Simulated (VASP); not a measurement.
# Li (Im-3m) in VASP: notebook, part 2 of 2

VASP 6.6.1.

## Step 3: Single point, PBE

This run uses another cell than the first one, of 20.29 Å³/atom, 0.954 times its volume.

Contents of INCAR:

```
SYSTEM = Li
ALGO = Normal ; EDIFF = 1E-6
ENCUT = 520 ; GGA = PE
ISIF = 2 ; ISMEAR = 0
LASPH = .True. ; LCHARG = .True.
LELF = .True. ; LREAL = .False.
LVHAR = .True. ; LWAVE = .False.
NBANDS = 8 ; NELM = 100
PREC = Accurate ; SIGMA = 0.05
```

Contents of KPOINTS:

```
k-points
0
Gamma
  16 16 16
  0 0 0
```

Contents of POSCAR:

```
Li
1.0
   -1.7181089498      1.7181089498      1.7181089498
    1.7181089498     -1.7181089498      1.7181089498
    1.7181089498      1.7181089498     -1.7181089498
Li
1
Direct
    0.0000000000      0.0000000000      0.0000000000
```

Potentials or basis: VASP PAW PBE potentials, release 64 (Li_sv).

Run with:

```
$ cat potpaw_PBE.64/Li_sv/POTCAR > POTCAR
$ mpirun -np 1 vasp_std > vasp.out
```

OUTCAR:

```text
SYSTEM = Li
   EDIFF = 1E-6
   ENCUT = 520
   GGA = PE
   ISIF = 2
   ISMEAR = 0
   LASPH = .True.
   LREAL = .False.
   NELM = 100
   PREC = Accurate

 ion  position               nearest neighbor table
   1  0.000  0.000  0.000-

  LATTYP: Found a body centered cubic cell.
 ALAT       =     3.4362178996

  Lattice vectors:

 A1 = (  -1.7181089498,   1.7181089498,   1.7181089498)
 A2 = (   1.7181089498,  -1.7181089498,   1.7181089498)
 A3 = (   1.7181089498,   1.7181089498,  -1.7181089498)

Analysis of symmetry for initial positions (statically):
=====================================================================
 Subroutine PRICEL returns:
 Original cell was already a primitive cell.

 Routine SETGRP: Setting up the symmetry group for a
 body centered cubic supercell.

 Subroutine GETGRP returns: Found 48 space group operations
 (whereof 48 operations were pure point group operations)
 out of a pool of 48 trial point group operations.

The static configuration has the point symmetry O_h .

Analysis of symmetry for dynamics (positions and initial velocities):
=====================================================================
 Subroutine PRICEL returns:
 Original cell was already a primitive cell.

 Routine SETGRP: Setting up the symmetry group for a
 body centered cubic supercell.

 Subroutine GETGRP returns: Found 48 space group operations
 (whereof 48 operations were pure point group operations)
 out of a pool of 48 trial point group operations.

The dynamic configuration has the point symmetry O_h .

 Subroutine INISYM returns: Found 48 space group operations
 (whereof 48 operations are pure point group operations),
 and found     1 'primitive' translations

----------------------------------------------------------------------------------------
[... 111 lines left out ...]
     AMIX_MAG =   1.60;   BMIX_MAG =  1.00
  volume/ion in A,a.u.               =      20.29       136.90
  Fermi-wavevector in a.u.,A,eV,Ry     =   0.865721  1.635975 10.197194  0.749473
  Thomas-Fermi vector in A             =   1.984005
   LORBIT       =      0    0 simple, 1 ext, 2 COOP (PROOUT), +10 PAW based schemes
   GGA     = PE    functional components
   LHFCALC =     F    Hartree Fock is set to
   AEXX    =    0.0000 exact exchange contribution
   IVDW    =     0    specifies the selected vdW correction
   LEPSILON=     F    determine dielectric tensor
   LRPA    =     F    only Hartree local field effects (RPA)
 non-spin polarized calculation
 Gauss-broadening in eV      SIGMA  =   0.05
  energy-cutoff  :      520.00
  volume of cell :       20.29
 maximum number of plane-waves:       564
 NGX is ok and might be reduce to    24
   NGX = 11   NGY = 11   NGZ = 11

 number of electron       3.0000000 magnetization

 Free energy of the ion-electron system (eV)
  ---------------------------------------------------
  ext. energy  EPLUGINS =         0.00000000
  ---------------------------------------------------
  free energy    TOTEN  =        -1.90481142 eV

  energy without entropy =       -1.90387904  energy(sigma->0) =       -1.90434523

 E-fermi :   0.6164     XC(G=0):  -7.0422

 val. band max:        0.5937145494   @ k =   0.2500   0.2500   0.0000
 cond. band min:       0.6280593553   @ k =   0.3125   0.1875   0.0000
 fundamental gap:      0.0343448059
 Fermi energy:         0.6163583821

 k-point     1 :       0.0000    0.0000    0.0000
  band No.  band energies     occupation
      1     -45.9071      2.00000
      2      -2.9364      2.00000
      3      15.2192      0.00000
      4      15.2192      0.00000
      5      15.2192      0.00000
      6      19.9888      0.00000
      7      19.9888      0.00000
      8      19.9889      0.00000
[... 243 lines left out ...]
 k-point    24 :       0.2500    0.1875    0.0000
  band No.  band energies     occupation
      1     -45.8900      2.00000
      2      -0.2055      2.00000
      3       6.6123      0.00000
      4       8.8185      0.00000
      5      11.7901      0.00000
      6      17.6488      0.00000
      7      18.4643      0.00000
      8      21.9221      0.00000

 [... further k-points ...]

------------------------ aborting loop because EDIFF is reached ----------------------------------------

  FORCE on cell =-STRESS in cart. coord.  units (eV):
  Direction    XX          YY          ZZ          XY          YZ          ZX
  --------------------------------------------------------------------------------------
  -------------------------------------------------------------------------------------
  Total       -0.0108602     -0.0108602     -0.0108602     -0.0000000     -0.0000000     -0.0000000
  in kB       -0.8576985     -0.8576985     -0.8576985     -0.0000000     -0.0000000     -0.0000000
  external PRESSURE =      -0.8576985 kB  Pullay stress =       0.0000000 kB

 VOLUME and BASIS-vectors are now :
 -----------------------------------------------------------------------------
  energy-cutoff  :      520.00
  volume of cell :       20.29
      direct lattice vectors                 reciprocal lattice vectors
    -1.718108950  1.718108950  1.718108950     0.000000000  0.291017633  0.291017633
     1.718108950 -1.718108950  1.718108950     0.291017633  0.000000000  0.291017633
     1.718108950  1.718108950 -1.718108950     0.291017633  0.291017633  0.000000000

 POSITION                                       TOTAL-FORCE (eV/Angst)
 -----------------------------------------------------------------------------------
      0.00000      0.00000      0.00000         0.000000      0.000000      0.000000
 -----------------------------------------------------------------------------------
    total drift:                                0.000000      0.000000     -0.000000

  FREE ENERGIE OF THE ION-ELECTRON SYSTEM (eV)
  ---------------------------------------------------
  free  energy   TOTEN  =        -1.9048114237 eV

  energy  without entropy=       -1.9038790408  energy(sigma->0) =       -1.90434523
```

OSZICAR:

```text
N       E                     dE             d eps       ncg     rms          rms(c)
DAV:   1    -0.152586948018E+00   -0.15259E+00   -0.69183E+02  2352   0.256E+02
DAV:   2    -0.187782341111E+01   -0.17252E+01   -0.16744E+01  3408   0.349E+01
DAV:   3    -0.190607305021E+01   -0.28250E-01   -0.28239E-01  2664   0.309E+00
DAV:   4    -0.190639712416E+01   -0.32407E-03   -0.32407E-03  3472   0.297E-01
DAV:   5    -0.190639812221E+01   -0.99805E-06   -0.99810E-06  2792   0.132E-02    0.210E-01
DAV:   6    -0.190531188707E+01    0.10862E-02   -0.29807E-04  3592   0.648E-02    0.120E-01
DAV:   7    -0.190481673904E+01    0.49515E-03   -0.70628E-04  3504   0.103E-01    0.281E-02
DAV:   8    -0.190481507139E+01    0.16676E-05   -0.68102E-06  2624   0.191E-02    0.115E-03
DAV:   9    -0.190481248374E+01    0.25877E-05   -0.31529E-07  1976   0.527E-03    0.342E-04
DAV:  10    -0.190481146806E+01    0.10157E-05   -0.36494E-08  1336   0.181E-03    0.106E-04
DAV:  11    -0.190481142372E+01    0.44342E-07   -0.63520E-09  1256   0.803E-04
   1 F= -.19048114E+01 E0= -.19043452E+01  d E =-.932383E-03
```

Run time: 11 s. Hardware: 1 thread of Intel Xeon Platinum 8488C (Sapphire Rapids), shared host; peak memory 0.13 GiB.

What came out:

* Free energy: -1.9048 eV
* Band gap on the k mesh: none (metal or under the smearing width)

Caveat: the cutoff is under 1.25 times the usual one of these potentials, so pressure, stress and relaxed cells hold a basis-set (Pulay) error.

## Step 4: Single point, PBE

This run uses another cell than the first one, of 21.17 Å³/atom, 0.996 times its volume.

Contents of INCAR:

```
SYSTEM = Li
ALGO     = Normal         ! electronic algorithm
EDIFF    = 1E-6           ! SCF threshold, eV
ENCUT    = 520            ! plane-wave cutoff, eV
GGA      = PE             ! functional
ISIF     = 2              ! what is computed and relaxed
ISMEAR   = 0              ! smearing method
LASPH    = .TRUE.         ! aspherical terms in the spheres
LCHARG   = .TRUE.         ! write CHGCAR
LELF     = .TRUE.         ! ELF
LREAL    = .FALSE.        ! projectors in reciprocal space
LVHAR    = .TRUE.       
LWAVE    = .FALSE.        ! write WAVECAR
NBANDS   = 8              ! bands
NELM     = 100            ! most SCF steps
PREC     = Accurate       ! precision mode
SIGMA    = 0.05           ! smearing width, eV
```

Contents of KPOINTS:

```
k-points
0
G
  16 16 16
  0 0 0
```

Contents of POSCAR:

```
Li
1.0
   -1.7426242626      1.7426242626      1.7426242626
    1.7426242626     -1.7426242626      1.7426242626
    1.7426242626      1.7426242626     -1.7426242626
Li
1
Direct
    0.0000000000      0.0000000000      0.0000000000
```

Run with:

```
$ cat potpaw_PBE.64/Li_sv/POTCAR > POTCAR
$ mpirun -np 1 vasp_std > vasp.out
```

It took 9.5 s on 1 thread of Intel Xeon Platinum 8488C (Sapphire Rapids), shared host; peak memory 0.14 GiB.

Results (log left out):

```yaml
Free_energy: -1.9034 eV
Band_gap_on_the_k_mesh: none (metal or under the smearing width)
```

Levels at points of the mesh, in eV from the Fermi level:
| k point | band 1 | band 2 | band 3 | band 4 | band 5 | band 6 |
| --- | --- | --- | --- | --- | --- | --- |
| (0.00, 0.00, 0.00) | -46.59 | -3.49 | 14.17 | 14.17 | 14.17 | 18.85 |
| (0.50, 0.00, 0.00) | -46.58 | 0.26 | 3.12 | 10.06 | 11.50 | 13.28 |
| (0.50, 0.50, 0.50) | -46.57 | 5.37 | 5.37 | 5.37 | 7.59 | 7.59 |

Caveat: the cutoff is under 1.25 times the usual one of these potentials, so pressure, stress and relaxed cells hold a basis-set (Pulay) error.

## Step 5: Single point, PBE

This run uses another cell than the first one, of 20.29 Å³/atom, 0.954 times its volume.

Contents of INCAR:

```
  PREC = Accurate
  ENCUT = 520
  EDIFF = 1E-6
  ISMEAR = 0
  SIGMA = 0.05
  LREAL = False
  LASPH = True
  NELM = 100
  ALGO = Normal
  ISIF = 2
  LWAVE = False
  LCHARG = True
  GGA = PE
  LELF = True
  LVHAR = True
  NBANDS = 8
```

Contents of KPOINTS:

```
regular mesh
0
Gamma
  16 16 16
```

Contents of POSCAR:

```
Li
1.0
   -1.7181089497      1.7181089497      1.7181089497
    1.7181089497     -1.7181089497      1.7181089497
    1.7181089497      1.7181089497     -1.7181089497
Li
1
Direct
    0.0000000000      0.0000000000      0.0000000000
```

Run with:

```
$ cat potpaw_PBE.64/Li_sv/POTCAR > POTCAR
$ mpirun -np 1 vasp_std > vasp.out
```

Run time: 7.5 s. Hardware: 1 thread of Intel Xeon Platinum 8488C (Sapphire Rapids), shared host; peak memory 0.14 GiB.

The run converged. Its results:

* Free energy: -1.9048 eV
* Band gap on the k mesh: none (metal or under the smearing width)

Levels at points of the mesh, in eV from the Fermi level:
```csv
k point,band 1,band 2,band 3,band 4,band 5
"(0.00, 0.00, 0.00)",-46.52,-3.55,14.60,14.60,14.60
"(0.50, 0.00, 0.00)",-46.50,0.25,3.26,10.36,11.84
"(0.50, 0.50, 0.50)",-46.49,5.52,5.52,5.52,7.78
```

Caveat: the cutoff is under 1.25 times the usual one of these potentials, so pressure, stress and relaxed cells hold a basis-set (Pulay) error.

## Step 6: Summary

| cell | gap on the mesh (eV) |
| --- | --- |
| Im-3m, 21.25 Å³/atom | none |
| Im-3m, 20.29 Å³/atom | none |
| Im-3m, 21.17 Å³/atom | none |

Alike in all rows: task single point; level PBE; potentials or basis VASP PAW PBE potentials, release 64 (Li_sv); no spin polarisation; k mesh 16 × 16 × 16; cutoff (eV) 520; smearing gaussian 0.05 eV.

Every run on the cell as given and a fine mesh finds a metal.

Caveats: the cutoff is under 1.25 times the usual one of these potentials, so pressure, stress and relaxed cells hold a basis-set (Pulay) error.

Total energies depend on the potentials used, so only differences within one code and one set of settings carry meaning.
